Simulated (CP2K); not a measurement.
SiC (Moissanite 6H) in CP2K: the effect of functional

The system is SiC (Moissanite 6H).

```
Si C
1.0
     3.09500    0.00000    0.00000
    -1.54750    2.68035    0.00000
     0.00000    0.00000   15.17000
Si C
6 6
Direct
  0.66667 0.33333 0.45830
  0.33333 0.66667 0.95830
  0.66667 0.33333 0.79170
  0.33333 0.66667 0.29170
  0.00000 0.00000 0.62500
  0.00000 0.00000 0.12500
  0.66667 0.33333 0.33330
  0.33333 0.66667 0.83330
  0.66667 0.33333 0.66670
  0.33333 0.66667 0.16670
  0.00000 0.00000 0.50000
  0.00000 0.00000 0.00000
```

Alike in all runs:

```yaml
Program: CP2K 2026.2
Task: band structure
Potentials_or_basis: POTENTIAL_UZH Si GTH-PBE-q4, C GTH-PBE-q4; DZVP-MOLOPT-PBE-GTH basis
Density_cutoff: 9184 eV
k_mesh: 8 × 8 × 2
Occupations: fermi-dirac, width 0.05 eV
Spin: no spin polarisation
```

| functional | gap on the mesh (eV) | pressure (GPa) |
| --- | --- | --- |
| LDA | 2.12 | -1.4 |
| PBEsol | 2.13 | -1.5 |
| HLE16 | 2.92 | -39.5 |
| optB88-vdW | ? | ? |
| BLYP | 2.55 | 3.0 |
| r2SCAN | 2.60 | -2.5 |

Task: What does the run with functional optB88-vdW give?

Result: gap on the mesh 2.42 eV; pressure -0.2 GPa.

Caveats: the potentials were made for another functional, which shifts forces and pressure; the basis of atomic orbitals isn't converged, which shifts pressures, moduli and gaps; the potentials were made for a functional far from this one (some runs); the cell as given lies far from equilibrium (some runs).

Runs at the PBE level aren't shown here.
